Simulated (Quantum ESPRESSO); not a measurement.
Runs of Quantum ESPRESSO 7.5 on TePt. The structure is trigonal, space group R-3m (No. 166). The conventional cell has a = 3.963 Å, b = 3.963 Å, c = 19.983 Å, α = 90.00°, β = 90.00°, γ = 120.00°. Pt (site symmetry 3m) has 3 Te at 2.59 Å and 3 Pt at 2.72 Å as nearest neighbours. Around Te (site symmetry 3m) lie 3 Pt at 2.59 Å. 

```tsv
task	level	potentials or basis	form of the LDA correlation	gap on the mesh (eV)	pressure (GPa)	V0 of scaled cells (Å³/atom)	B0 (GPa)	largest force (eV/Å)
single point	PBEsol	GBRV 1.5 PBEsol	-	none	0.8	-	-	0.44
equation of state	PBEsol	GBRV 1.5 PBEsol	-	-	-	(b)	132	-
band structure	LDA	GBRV 1.5 LDA	PZ81	none	-1.5	-	-	0.48
equation of state	LDA	GBRV 1.5 LDA	PZ81	-	-	(a)	140	-
```

Alike in all rows: no spin polarisation; cell as given; k mesh 8 × 8 × 8; cutoff (eV) 612; smearing fermi-dirac 0.05 eV.

**Question.** Estimate the missing entries.

**Answer.** (a) 22.44; (b) 22.83.

Caveats: the cell was scaled at fixed shape and fractional positions, which overstates the stiffness of a crystal with free parameters, most of all of layers and chains (some runs).

A k mesh can miss the band edges, and the runs leave out spin-orbit coupling on Pt, Te.

A gap of «none» marks a metal or a gap under the smearing width.

Not every run made on this cell is shown here.
